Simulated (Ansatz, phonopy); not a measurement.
# BeS (F-43m) at temperature and pressure, part 2 of 3

How does compression alter the response of BeS to heat?

Ansatz 0.2.0; DFT RPBE, scalar-relativistic, plane waves, PAW.

So far. Step 2 (Probe on a coarse mesh): The start is under 4.0 GPa at this level and looks like an insulator or semiconductor on this mesh. Step 4 (Relaxing to small residual forces and stress): The residual pressure is 0.0065 GPa, small enough for phonons.

The database entry behind the starting cell differs from later determinations by our own check (0.1 to 0.3 % short, probably kX units), so it need not match the best structure at ambient conditions.

## 6. The quasi-harmonic study, pressure 5 GPa

The study relaxes the crystal at several strains, solves the phonons on some of them and minimises the free energy at each temperature (static energy, vibrations, the electrons in a metal, and PV under a set pressure); the q-mesh sets how far the force constants reach.

Contents of input.yaml:

```yaml
crystal:
  lattice:
    - [0.0, 2.4167050753, 2.4167050753]
    - [2.4167050753, 0.0, 2.4167050753]
    - [2.4167050753, 2.4167050753, 0.0]
  atoms:
    - { symbol: Be, position: [0.0, 0.0, 0.0] }
    - { symbol: S, position: [0.25, 0.25, 0.25] }
kpoints:
  mp_grid: { grid: [8, 8, 8] }
hamiltonian:
  xc: rpbe
scf:
  occupations: { method: fixed }
output:
  eigenvalues: true
phonons:
  method: dfpt
  qmesh: [4, 4, 4]
  temperatures: { t_max: 800.0, t_step: 50 }
  thermal_expansion: { pressure: 5.0 }
```

Started as:

```console
ansatz run input.yaml --threads 4 --pin off --max-ram 8192MiB --backend cpu --events-out ev --progress --plain --runs-dir out
```

Numbers of over 12 decimals in the logs are rounded to 6 here.

What it wrote:

```text
Warning: phonons: the dynamical matrix that this run interpolates holds no multipole term above the dipole-dipole one, and a site of this crystal is no centre of inversion, so its interpolated transverse optical and acoustic branches and sound speeds can stay off near Gamma, and the density of states and the thermodynamics with them. What a run solves at a wave vector of phonons.qpoints, Gamma apart, where the deck admits one, is free of this, and under fd what a larger phonons.supercell samples
[...]
Crystal: 2 atoms, lattice volume = 28.229 Å³
Basis set: ecut = 487.2 eV, 701 PW (Γ), exchange–correlation on 50×50×50 points (8 copies of the dense FFT grid, shifted against one another)
Bands: 8, of which v1, the nominal top of the filled ones, is band 4 counted from 1 (3 counted from 0)
Symmetry: 24 space group operations
[...]
k-points: 29 of 512 (time reversal used)
[...]
SCF iter   1: F=—  HF=-1001.288924 eV  |F-HF|=—  |Δ(HF+E_count)|=         —  Δρ=2.34e-3  dr2=1.18e-3  ethr=1.77e-3  ⟨swp⟩=4.5  Hψ=1672  notcnv=0  defer=43
[...]
SCF iter   7: F=-1001.288423 eV  HF=-1001.288423 eV  |F-HF|=1.02e-12  |Δ(HF+E_count)|=  2.11e-10  Δρ=3.83e-8  dr2=2.52e-13  ethr=1.00e-12  ⟨swp⟩=7.8  Hψ=1381  notcnv=0
SCF 1 converged in 7 iterations: F = -1001.288423 eV  dr2 = 2.52e-13
[...]
relax step   1: F+E_penalty+E_count = -1001.28842274 eV  Δ(F+E_penalty+E_count) = +0.000e0 eV  max|allowed force component| = 1.741e-16 eV/Å  Δτ_max = 0.0000 Å  (7 SCF iters, accepted)
SCF converged after 7 iterations
Free energy (F): -1001.288423 eV
[...]
Internal energy: -1001.288423 eV  (E = F + TS)
E sigma→0 (E₀):  -1001.288423 eV
Fermi energy:    5.538690 eV
[...]
--- Stress (GPa, compression-positive) ---
        4.995060      -0.000000       0.000000
       -0.000000       4.995060       0.000000
       -0.000000       0.000000       4.995060
  P = ⅓ Tr σ = 4.9951 GPa (49.951 kbar)
--- Band table (eV; the first three rows and the last of 29) ---
[...]
── thermal expansion: 3 new cells, 3 in all ──
thermal expansion: relaxation of cell 2
thermal expansion: relaxation of cell 3
── thermal expansion: 2 new cells, 5 in all ──
thermal expansion: relaxation of cell 4
thermal expansion: lower-state search of cell 4
thermal expansion: phonons of cell 4
thermal expansion: relaxation of cell 5
thermal expansion: phonons of cell 5
── thermal expansion: 6 new cells, 11 in all ──
thermal expansion: relaxation of cell 6
thermal expansion: relaxation of cell 7
thermal expansion: relaxation of cell 8
thermal expansion: relaxation of cell 9
thermal expansion: relaxation of cell 10
thermal expansion: relaxation of cell 11
thermal expansion: phonons of cell 6
thermal expansion: phonons of cell 7
thermal expansion: phonons of cell 8
--- Relaxed structure (1 steps of the walk, 1 accepted, 0 SCFs on fresh bases) ---
  F+E_penalty+E_count = -1001.28842274 eV   max|allowed force component| = 1.741e-16 eV/Å
  atoms:
    - { symbol: Be, position: [0.0, 0.0, 0.0] }
    - { symbol: S, position: [0.25, 0.25, 0.25] }
--- Thermal expansion: 11 cells in 3 rounds, 5 GPa ---
  no lower state was reached at cell 4
  without vibrations: a 3.41768, b 3.41768, c 3.41768 Å, V 28.2280 Å³, B 106.28 GPa
  at 0 K: a 3.42854, b 3.42854, c 3.42854 Å, V 28.4979 Å³, B 104.06 GPa
  zero-point expansion: a +0.318, b +0.318, c +0.318, V +0.956 %
      T/K        a/Å        b/Å        c/Å       V/Å³ | expansion of a, b, c, V (1e-6/K)   | that of V in the mean from 25 °C | C_P, C_V (J/mol K of the cell) | B_T, B_S (GPa)
     0.00    3.42854    3.42854    3.42854    28.4979 |    0.00    0.00    0.00    0.00 |    6.50 |     0.000     0.000 |   104.06   104.06
   100.00    3.42860    3.42860    3.42860    28.4993 |    0.65    0.65    0.65    1.95 |    9.54 |    10.707    10.706 |   103.99   104.00
   200.00    3.42925    3.42925    3.42925    28.5157 |    3.31    3.31    3.31    9.93 |   13.41 |    26.388    26.353 |   103.49   103.63
   298.15    3.43076    3.43076    3.43076    28.5533 |    5.46    5.46    5.46   16.39 |       - |    35.950    35.809 |   102.63   103.04
   350.00    3.43180    3.43180    3.43180    28.5793 |    6.22    6.22    6.22   18.66 |   17.59 |    39.105    38.891 |   102.12   102.68
   450.00    3.43412    3.43412    3.43412    28.6373 |    7.21    7.21    7.21   21.63 |   19.38 |    43.052    42.685 |   101.07   101.94
   550.00    3.43671    3.43671    3.43671    28.7022 |    7.84    7.84    7.84   23.52 |   20.71 |    45.397    44.872 |    99.98   101.16
   650.00    3.43949    3.43949    3.43949    28.7718 |    8.28    8.28    8.28   24.83 |   21.75 |    46.908    46.222 |    98.87   100.34
   750.00    3.44240    3.44240    3.44240    28.8448 |    8.61    8.61    8.61   25.82 |   22.59 |    47.954    47.105 |    97.75    99.51
   800.00    3.44389    3.44389    3.44389    28.8824 |    8.75    8.75    8.75   26.24 |   22.97 |    48.366    47.434 |    97.18    99.09
  the static fit leaves 0.000 meV an atom of the energies and, of the stresses, 0.000 GPa of each cell's largest along a strain (root mean squares over the cells), whose Pulay part it has at -0.007 GPa
  vibrations' free energy: its fit leaves 0.0000 meV an atom at the most
  the electrons' free energy at temperature is not in it: every band gap is over 0.83 eV
  free energies summed between the sampled wave vectors
  estimated error of the fitted expansion in any direction: up to 0.028e-6/K, at 800 K (an estimate, not a bound: it was exceeded on models of known expansion)
  by sums over the sampled wave vectors an expansion of the volume parts by up to 0.40e-6/K
  by a static energy of one degree less an expansion of the volume parts by up to 0.01e-6/K
  band gaps on the cells' k-points are 3.127 to 3.312 eV
```

Run time: 2.7 min. Hardware: 4 threads of Arm Neoverse V2, shared host; peak memory 0.69 GiB.

This step gave:

```
pressure                                         : 4.995 GPa
gap on the k-mesh                                : 3.202 eV
volume expansion coefficient at 298 K            : 16.39 1e-6/K
C_P at 298 K                                     : 17.98 J/mol-atom/K
entropy at 298 K                                 : 14.88 J/mol-atom/K
isothermal bulk modulus at 298 K                 : 102.6 GPa
Grüneisen parameter at 298 K                     : 0.8076
volume at 298 K                                  : 14.28 Å³/atom
principal linear expansion coefficients at 298 K : 5.462, 5.462, 5.462 1e-6/K
```

Strained cells of the study; zero-point energy where phonons were solved; the pressures are stresses at a fixed cutoff and can carry an offset from the finite basis. Expansion cells, by row:

```tsv
cell	|a| (Å)	|b| (Å)	|c| (Å)	V (Å³/atom)	E - E_lowest (meV/atom)	pressure, compression positive (GPa)	gap (eV)	zero-point energy (meV/atom)
1	3.418	3.418	3.418	14.11	11.09	4.988	3.202	-
2	3.445	3.445	3.445	14.46	3.086	2.555	3.259	-
3	3.391	3.391	3.391	13.78	24.2	7.64	3.143	-
4	3.418	3.418	3.418	14.12	11.04	4.976	3.203	76.94
5	3.435	3.435	3.435	14.33	5.462	3.429	3.239	75.62
6	3.43	3.43	3.43	14.26	6.949	3.891	3.228	76.02
7	3.442	3.442	3.442	14.41	3.808	2.845	3.252	75.1
8	3.454	3.454	3.454	14.56	1.599	1.839	3.277	74.19
9	3.384	3.384	3.384	13.7	28.24	8.331	3.127	-
10	3.401	3.401	3.401	13.91	18.62	6.609	3.166	-
11	3.472	3.472	3.472	14.79	0	0.401	3.312	-
```

Quasi-harmonic; a, b, c are the run's own cell vectors. Expansion, by row:

```tsv
T (K)	a (Å)	b (Å)	c (Å)	alpha (deg)	beta (deg)	gamma (deg)	cell volume (Å³/cell)	alpha_a (1e-6/K)	alpha_b (1e-6/K)	alpha_c (1e-6/K)	alpha_V (1e-6/K)	C_P (J/mol-atom/K)	C_V (J/mol-atom/K)	S (J/mol-atom/K)	B_T (GPa)	B_S (GPa)	Grueneisen	extrapolation	fit error (1e-6/K)
0	3.429	3.429	3.429	60	60	60	28.5	0	0	0	0	0	0	0	104.1	104.1	-	0	0
50	3.429	3.429	3.429	60	60	60	28.5	0.09	0.09	0.09	0.26	1.136	1.136	0.347	104	104	0.201	0	0
100	3.429	3.429	3.429	60	60	60	28.5	0.65	0.65	0.65	1.95	5.353	5.353	2.375	104	104	0.325	0	0
150	3.429	3.429	3.429	60	60	60	28.5	1.89	1.89	1.89	5.66	9.587	9.583	5.36	103.8	103.8	0.526	0	0
200	3.429	3.429	3.429	60	60	60	28.52	3.31	3.31	3.31	9.93	13.19	13.18	8.631	103.5	103.6	0.67	0	0.01
250	3.43	3.43	3.43	60	60	60	28.53	4.54	4.54	4.54	13.61	15.98	15.94	11.89	103.1	103.3	0.756	0	0.01
298.1	3.431	3.431	3.431	60	60	60	28.55	5.46	5.46	5.46	16.39	17.98	17.9	14.88	102.6	103	0.808	0	0.01
300	3.431	3.431	3.431	60	60	60	28.55	5.49	5.49	5.49	16.48	18.04	17.97	14.99	102.6	103	0.809	0	0.01
350	3.432	3.432	3.432	60	60	60	28.58	6.22	6.22	6.22	18.66	19.55	19.45	17.89	102.1	102.7	0.843	0	0.01
400	3.433	3.433	3.433	60	60	60	28.61	6.78	6.78	6.78	20.33	20.68	20.53	20.58	101.6	102.3	0.867	0	0.01
450	3.434	3.434	3.434	60	60	60	28.64	7.21	7.21	7.21	21.63	21.53	21.34	23.07	101.1	101.9	0.883	0	0.01
500	3.435	3.435	3.435	60	60	60	28.67	7.56	7.56	7.56	22.67	22.18	21.96	25.37	100.5	101.5	0.896	0	0.01
550	3.437	3.437	3.437	60	60	60	28.7	7.84	7.84	7.84	23.52	22.7	22.44	27.51	99.98	101.2	0.906	0	0.01
600	3.438	3.438	3.438	60	60	60	28.74	8.07	8.07	8.07	24.22	23.11	22.81	29.51	99.43	100.8	0.914	0	0.01
650	3.439	3.439	3.439	60	60	60	28.77	8.28	8.28	8.28	24.83	23.45	23.11	31.37	98.87	100.3	0.92	0	0.01
700	3.441	3.441	3.441	60	60	60	28.81	8.45	8.45	8.45	25.35	23.74	23.35	33.12	98.31	99.93	0.926	0	0.01
750	3.442	3.442	3.442	60	60	60	28.84	8.61	8.61	8.61	25.82	23.98	23.55	34.77	97.75	99.51	0.931	0	0.02
800	3.444	3.444	3.444	60	60	60	28.88	8.75	8.75	8.75	26.24	24.18	23.72	36.32	97.18	99.09	0.935	0	0.03
```

The expansion coefficient by temperature; values in 1e-6/K:

```tsv
temperature (K)	volume	principal 1
0	0	0
50	0.26	0.09
100	1.95	0.65
150	5.66	1.89
200	9.93	3.31
250	13.6	4.54
298	16.4	5.46
300	16.5	5.49
350	18.7	6.22
400	20.3	6.78
450	21.6	7.21
500	22.7	7.56
550	23.5	7.84
600	24.2	8.07
650	24.8	8.28
700	25.4	8.45
750	25.8	8.61
800	26.2	8.75
```

At 298 K the volume expansion is 16.4 × 10⁻⁶/K and B_T is 103 GPa. The program raised the cutoff to 487.2 eV by itself: with no cutoff typed, the study takes about 1.16 times the default for its relaxations and scales it with the volume for the phonons.

## 7. Free-energy fit

This step: DFT RPBE, scalar-relativistic, plane waves, PAW (phonopy 4.10.0).

This step gave:

| Quantity | Value |
| --- | --- |
| volume expansion coefficient at 300 K | 16.35 1e-6/K |
| isothermal bulk modulus at 300 K | 102.7 GPa |
| C_P at 300 K | 18.03 J/mol-atom/K |
| Grüneisen parameter at 300 K | 0.804 |

Table of energy (each curve on its own zero) by volume; values in meV/atom:

```tsv
volume (Å³/atom)	static	F at 0 K	F at 300 K	F at 800 K
14.116	9.44	10.8	11.1	12.7
14.264	5.35	5.8	5.89	6.42
14.329	3.86	3.91	3.92	3.99
14.413	2.21	1.74	1.64	1.1
14.564	0	-1.39	-1.69	-3.31
```

At 5 GPa: the fit is of F + PV, and the F(V) shown holds no PV. Qha vinet, by row:

```tsv
T (K)	fitted volume (Å³/atom)	alpha_V (1e-6/K)	B_T (GPa)	C_P (J/mol-atom/K)	Grueneisen
100	14.25	2.3	104.1	5.185	0.384
150	14.25	5.74	103.9	9.487	0.5343
200	14.26	9.82	103.6	13.13	0.6626
250	14.27	13.46	103.2	15.95	0.7486
300	14.28	16.35	102.7	18.03	0.8036
350	14.29	18.56	102.2	19.56	0.8395
400	14.3	20.26	101.7	20.69	0.8641
450	14.32	21.58	101.1	21.54	0.8816
500	14.33	22.63	100.6	22.2	0.8947
550	14.35	23.49	100	22.71	0.9049
600	14.37	24.21	99.43	23.13	0.913
650	14.39	24.82	98.85	23.47	0.9198
700	14.4	25.36	98.27	23.75	0.9255
```

Table of volume expansion coefficient by temperature; values in 1e-6/K:

```tsv
temperature (K)	phonopy-qha, Vinet	Ansatz's own study
100	2.3	1.95
150	5.74	5.66
200	9.82	9.93
250	13.5	13.6
300	16.4	16.5
350	18.6	18.7
400	20.3	20.3
450	21.6	21.6
500	22.6	22.7
550	23.5	23.5
600	24.2	24.2
650	24.8	24.8
700	25.4	25.4
```

The fit gives a volume expansion of 16.4 × 10⁻⁶/K at 300 K, against 16.4 at 298 K from the study itself, whose static fit uses more cells.

## 8. Relaxation under pressure, pressure 20 GPa

The study at pressure needs a start near its own equilibrium, so the cell is first relaxed to that pressure.

This step: DFT RPBE, scalar-relativistic, plane waves, PAW (Ansatz 0.2.0).

Contents of input.yaml:

```yaml
crystal:
  lattice:
    - [0.0, 2.4585412168, 2.4585412168]
    - [2.4585412168, 0.0, 2.4585412168]
    - [2.4585412168, 2.4585412168, 0.0]
  atoms:
    - { symbol: Be, position: [0.0, 0.0, 0.0] }
    - { symbol: S, position: [0.25, 0.25, 0.25] }
kpoints:
  mp_grid: { grid: [8, 8, 8] }
hamiltonian:
  xc: rpbe
scf:
  occupations: { method: fixed }
output:
  forces: true
  stress: true
  eigenvalues: true
relax:
  adjacent_minimum: "off"
  f_tol: 0.001
  max_steps: 60
  cell: { stress_tol: 0.05, p_target: 20.0 }
```

What it wrote:

```text
[...]
Crystal: 2 atoms, lattice volume = 29.721 Å³
Basis set: ecut = 420 eV, 561 PW (Γ), exchange–correlation on 48×48×48 points (8 copies of the dense FFT grid, shifted against one another)
Bands: 8, of which v1, the nominal top of the filled ones, is band 4 counted from 1 (3 counted from 0)
Symmetry: 24 space group operations
[...]
k-points: 29 of 512 (time reversal used)
[...]
-0.000000       0.000000      19.962481
  P = ⅓ Tr σ = 19.9625 GPa (199.625 kbar)
--- Band table (eV; the first three rows and the last of 29) ---
[...]
--- Relaxed structure (4 steps of the walk, 4 accepted, 1 SCFs on fresh bases) ---
[...]
cell:  # Å, volume = 25.1716 Å³
    - [0, 2.326092, 2.326092]
    - [2.326092, 0, 2.326092]
    - [2.326092, 2.326092, 0]
  atoms:
    - { symbol: Be, position: [0, 0, 0] }
    - { symbol: S, position: [0.25, 0.25, 0.25] }
[key lines of the parts left out:]
SCF converged after 5 iterations
Free energy (F): -1001.061921 eV
Fermi energy:    6.954796 eV
```

It took 1.3 s on 4 threads; peak memory 0.28 GiB; 4 s of CPU time.

Step by step:

```tsv
step	energy less that of the first step (eV)	largest force component (eV/Å)	pressure (GPa)	volume (Å³)
1	0.0000	0.0000	0.01	29.72
2	0.1712	0.0000	15.90	25.86
3	0.2669	0.0000	20.90	25.02
4	0.2481	0.0000	19.97	25.17
5*	0.2484	0.0000	19.96	25.17
```

Relaxation steps marked * repeat the geometry before them on a plane-wave basis chosen anew for their cell, so energy and pressure can jump there.

Forces are held to the 24 operations that the run works with; a distortion that breaks them can't arise in this run.

```tsv
conventional cell, symmetrised	before	after	change
a (Å)	4.917	4.652	-5.4 %
b (Å)	4.917	4.652	-5.4 %
c (Å)	4.917	4.652	-5.4 %
volume (Å³/atom)	14.86	12.59	-15.3 %
```

Final coordinates:

```cif
data_structure
_symmetry_space_group_name_H-M 'P 1'
_symmetry_Int_Tables_number 1
_cell_length_a 3.2896
_cell_length_b 3.2896
_cell_length_c 3.2896
_cell_angle_alpha 60.000
_cell_angle_beta 60.000
_cell_angle_gamma 60.000
_cell_volume 25.17
loop_
_atom_site_label
_atom_site_type_symbol
_atom_site_fract_x
_atom_site_fract_y
_atom_site_fract_z
_atom_site_occupancy
Be1 Be 0.00000 0.00000 0.00000 1
S2 S 0.25000 0.25000 0.25000 1
```

Numbers from this step:

```yaml
pressure: 19.96 GPa
gap_on_the_k_mesh: 2.890 eV
volume_per_atom: 12.59 Å³
```

(Continued in part 3 of 3.)

[Logs are printed without paths, hosts, clocks, repeated set-up lines and the standing remarks that a program may print on its own settings, such as how far it seeks lower states.]

[Hosts, paths, dates, database ids (printed as entryN), source tags and the programs' standing remarks are cut or masked in the printed files.]

[A step with changed settings may run another functional than the one named; its input shows which.]
